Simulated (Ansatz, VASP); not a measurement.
# One calculation of PbO, two programs

File INCAR:

```
SYSTEM = PbO
PREC = Accurate ; ENCUT = 520
EDIFF = 1E-6 ; ISMEAR = 0
SIGMA = 0.01 ; LREAL = .FALSE.
LASPH = .TRUE. ; NELM = 80
ALGO = Normal ; ISIF = 2
LWAVE = .FALSE. ; LCHARG = .FALSE.
GGA = PE ; NBANDS = 17
```

The input KPOINTS:

```
Automatic mesh
0
G
  6 6 6
  0 0 0
```

POSCAR

```
PbO
1.0
    0.0000000000      2.8872810065      2.8872810065
    2.8872810065      0.0000000000      2.8872810065
    2.8872810065      2.8872810065      0.0000000000
Pb O
1 1
Direct
    0.0000000000      0.0000000000      0.0000000000
    0.2500000000      0.2500000000      0.2500000000
```

Input for Ansatz:

```yaml
crystal:
  lattice:
    - [0.0, 2.8872810065, 2.8872810065]
    - [2.8872810065, 0.0, 2.8872810065]
    - [2.8872810065, 2.8872810065, 0.0]
  atoms:
    - { symbol: Pb, position: [0.0, 0.0, 0.0] }
    - { symbol: O, position: [0.25, 0.25, 0.25] }
kpoints:
  mp_grid: { grid: [6, 6, 6] }
hamiltonian:
  xc: pbe
scf:
  occupations: { method: fixed }
  n_extra_bands: 4
output:
  forces: true
  stress: true
  eigenvalues: true
```

Alike in both runs: task single point; functional PBE; k mesh 6 × 6 × 6; no spin polarisation.

```csv
,VASP,Ansatz
version,VASP 6.6.1,Ansatz 0.2.0
potentials or method,"VASP PAW PBE potentials, release 64 (Pb_d, O)","plane waves, PAW"
plane-wave cutoff (eV),520,420
occupations,"gaussian, width 0.01 eV",fixed
valence electrons in the cell,20,20
```

|  | VASP | Ansatz | Ansatz less VASP |
| --- | --- | --- | --- |
| gap on the k mesh at the Fermi level (eV) | 0.70 | 0.70 | -0.001 |
| pressure (GPa) | -3.2 | -3.2 | +0.04 |

Caveats: spin-orbit coupling is left out, which as a rule narrows the gap of such compounds by several tenths of an eV. A k mesh can miss the band edges. As with any semilocal functional, this PBE gap is likely too small.
